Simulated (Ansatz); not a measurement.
The system is Al.

```
CELL_PARAMETERS angstrom
-1.69895 1.56431 1.60080
1.63095 -1.58291 1.55140
1.66037 1.54432 -1.61940
ATOMIC_POSITIONS crystal
Al 0.99931 0.01239 0.00585
```

The cell isn't the ideal one: cell strained at random at fixed volume.

Below is the output of Ansatz 0.2.0 for this cell. Logs are shortened: lines on timing, memory, paths and dates and some standing lists are left out, and cuts for length are marked.

```text
Warning: RAYON_NUM_THREADS=1 ignored (pool sized by the plan → 1); use --threads N
Engine: ansatz 0.2.0, aarch64-unknown-linux-gnu
Pseudopotentials: kind: paw
Pseudopotential: Al, paw, valence charge 3, recommended cutoff 420 eV (normal), Al.paw.azcp
Functional definition: PBE
  parameter kappa = 0.804
  parameter beta = 0.06672455060314922
  exchange = pbe_x(kappa = kappa, mu = beta*pi^2/3)
  correlation = pbe_c(beta = beta)
Crystal: 1 atoms, lattice volume = 16.116 Å³
Basis set: ecut = 420 eV, 327 PW (Γ), exchange–correlation on 40×40×40 points (8 copies of the dense FFT grid, shifted against one another)
Bands: 6, of which v1, the nominal top of the filled ones, is band 2 counted from 1 (1 counted from 0)
Symmetry: 2 space group operations
Space group: P-1 (ITA 2), of the structure as read, at distance tolerance 2.5e-5 Å
k-points: 868 of 1728
Non-local potential: Al, projectors of the file, l = 0: 2, l = 1: 2, l = 2: 1
PAW form: soft (Blöchl's): semilocal exchange-correlation on the pseudo side does not see the compensation charge
PAW one-centre angular grid: Al, 110 points (default); XC on 64 Gauss nodes
Initial density: superposition of atomic densities (neutral atoms: chi_scale 0, normalization atom), corrected by the library's trained network
Initial wavefunctions: pseudopotential atomic-orbital guess
Functional: x = pbe(κ = 0.804, μ = 0.2195149727645171), c = pbe(β = 0.06672455060314922)
SCF iter   1: F=—  HF=-537.392721 eV  |F-HF|=—  |Δ(HF+E_count)|=         —  Δρ=7.02e-4  dr2=6.23e-5  ethr=1.77e-3  ⟨swp⟩=4.6  Hψ=46547  notcnv=0
preconditioner: auto → none  [metal: Δε(μ)=0.007 eV  Ē_g=13.434 eV  σ=0.050 eV  W_gap=0.03  n_scr=0 (ndim 8)  ℏωp=16.0 eV  f_vac=0.000  D(μ)=0.49/eV (n_scr^D=0)]
SCF iter   2: F=—  HF=-537.392721 eV  |F-HF|=—  |Δ(HF+E_count)|=   6.51e-7  Δρ=3.29e-4  dr2=1.28e-5  ethr=2.08e-6  ⟨swp⟩=1.9  Hψ=12959  notcnv=0  defer=7
iter 3 did not close the SCF: its close was put off for the readings that it lacked (scf_convergence_deferred on its scf_iter line)
SCF iter   3: F=-537.392724 eV  HF=-537.392724 eV  |F-HF|=1.87e-8  |Δ(HF+E_count)|=   3.11e-6  Δρ=1.48e-5  dr2=1.51e-8  ethr=4.26e-7  ⟨swp⟩=1.1  Hψ=5004  notcnv=0  defer=7
iter 4 did not close the SCF: its close was put off for the readings that it lacked (scf_convergence_deferred on its scf_iter line)
SCF iter   4: F=-537.392724 eV  HF=-537.392724 eV  |F-HF|=6.69e-10  |Δ(HF+E_count)|=   1.89e-8  Δρ=2.38e-6  dr2=2.90e-10  ethr=5.02e-10  ⟨swp⟩=2.1  Hψ=6211  notcnv=0  defer=7
iter 5 did not close the SCF: its close was put off for the readings that it lacked (scf_convergence_deferred on its scf_iter line)
SCF iter   5: F=-537.392724 eV  HF=-537.392724 eV  |F-HF|=2.27e-13  |Δ(HF+E_count)|=  6.86e-10  Δρ=8.90e-8  dr2=7.76e-13  ethr=9.65e-12  ⟨swp⟩=2.0  Hψ=6249  notcnv=0  defer=7
SCF iter   6: F=-537.392724 eV  HF=-537.392724 eV  |F-HF|=0.00e0  |Δ(HF+E_count)|=    0.00e0  Δρ=1.00e-8  dr2=1.13e-14  ethr=1.00e-12  ⟨swp⟩=3.7  Hψ=18633  notcnv=0
SCF 1 converged in 6 iterations: F = -537.392724 eV  dr2 = 1.13e-14
  greatest PAW one-centre occupation: 0.461 electrons in one spin orbital (limit 2), on the Al atom at site 0 (counted from 0), in its partial waves of l = 0
SCF converged after 6 iterations
Free energy (F): -537.392724 eV
Harris-Foulkes:  -537.392724 eV  (|F-HF|=0.00e0)
Internal energy: -537.388755 eV  (E = F + TS)
E sigma→0 (E₀):  -537.390739 eV
Entropy (-TS):   -0.003969 eV (-3.969 meV/atom)
Fermi energy:    8.185170 eV
--- Per-component energies (eV) ---
  E_band       = 11.184767
  E_kinetic    = 23.086140
  E_local      = 10.256024  (includes V_loc(G=0)·N_el)
  E_nonlocal   = 10.546449
  E_hartree    = 0.077962
  E_xc         = -39.889549
  E_vxc        = -29.148513  (∫ρ·V_xc dr)
  E_paw        = -467.390192  (= ΣΔE_a)
  E_vpaw       = -3.711256  (= ΣTr[D̂ρ^β])
  E_aug_tail   = -0.000002  (compensation charges beyond the density's cutoff)
  E_ewald      = -74.075587
  E_smearing   = -0.003969  (= −TS)
  E_closure    = 0.000000  (closes the sum)
  Σ components = -537.392724   (vs F -537.392724, Δ=0.00e0)
--- Forces (eV/Å), atoms counted from 1 ---
  atom   1  Al     0.00000000     0.00000000     0.00000000
  max |Σ_I F_I| component: 0.00e0 eV/Å
--- Stress (GPa, compression-positive) ---
        5.046505       0.464251       1.404277
        0.464251       3.360432       0.586508
        1.404277       0.586508       3.393472
  P = ⅓ Tr σ = 3.9335 GPa (39.335 kbar)
--- Band table (eV; the first three rows and the last of 868) ---
  k-point 0: bands = ["-3.0973", "20.7380", "21.1686", "22.1856", "22.3587", "23.1199"]
  k-point 1: bands = ["-2.8911", "19.5028", "19.8307", "21.3309", "22.2322", "23.1940"]
  k-point 2: bands = ["-2.2742", "16.1986", "18.5539", "19.8618", "21.1493", "22.2951"]
  k-point 867: bands = ["9.1684", "10.4312", "10.7054", "10.8086", "11.3956", "14.2703"]
```

Problem. What input gives this log?

Solution. Single point with PBE, no spin polarisation. The files as run (others can give the same):

input.yaml
```yaml
crystal:
  lattice:
    - [-1.69895, 1.564306, 1.600798]
    - [1.630953, -1.582909, 1.551404]
    - [1.660366, 1.544325, -1.619401]
  atoms:
    - { symbol: Al, position: [-0.000693, 0.012387, 0.005849] }
hamiltonian:
  xc: pbe
  pseudopotentials: { kind: paw }
kpoints:
  mp_grid: { grid: [12, 12, 12] }
scf:
  occupations: { method: fermi_dirac, width: 0.05 }
output:
  forces: true
  stress: true
  eigenvalues: true
  write_density: true
  write_potential: true
  elf: true
  volumetric_format: npy
```

Potentials or basis: Ansatz PAW.
Launch:
```console
$ ansatz run input.yaml --threads 1 --pin off --max-ram 2560MiB --backend cpu --events-out ev --progress --plain --runs-dir out
```
